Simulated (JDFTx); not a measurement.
WC (Qusongite):

```
W C
1.0
     2.90650    0.00000    0.00000
    -1.45325    2.51710    0.00000
     0.00000    0.00000    2.83660
W C
1 1
Direct
  0.00000 0.00000 0.00000
  0.66667 0.33333 0.50000
```

```yaml
Program: JDFTx 1.7.0 (patched build)
Task: relaxation of cell and atoms
Functional: RPBE
Potentials_or_basis: PseudoDojo-SR-PBE-0.5-standard
Cutoff: 1116 eV
Density_cutoff: 8925 eV
k_mesh: 10 × 10 × 9
Occupations: fermi-dirac, width 0.05 eV
Spin: no spin polarisation
```

At the start: pressure 9.0 GPa; volume 10.38 Å³/atom.

**Question.** Where does the relaxation end?

**Answer.** Over 6 steps the energy falls by 6.6 meV/atom and the volume is 10.62 Å³/atom (+2.3 %); space group P-6m2 (No. 187, to 0.05 Å).

Step by step:
```tsv
step	energy change (eV)	largest force (eV/Å)	pressure (GPa)	volume (Å³)
1	0.0000	0.0000	8.98	20.75
2	-0.0049	0.0000	7.02	20.85
3	-0.0131	0.0000	0.47	21.20
4	-0.0132	0.0000	0.08	21.23
5	-0.0132	0.0000	0.01	21.23
6	-0.0132	0.0000	0.00	21.23
```

Final structure:
```
W C
1.0
     2.93128    0.00000    0.00000
    -1.46564    2.53856    0.00000
     0.00000    0.00000    2.85330
W C
1 1
Direct
  0.00000 0.00000 0.00000
  0.66667 0.33333 0.50000
```

Caveat: the potentials were made for another functional, which shifts forces and pressure.
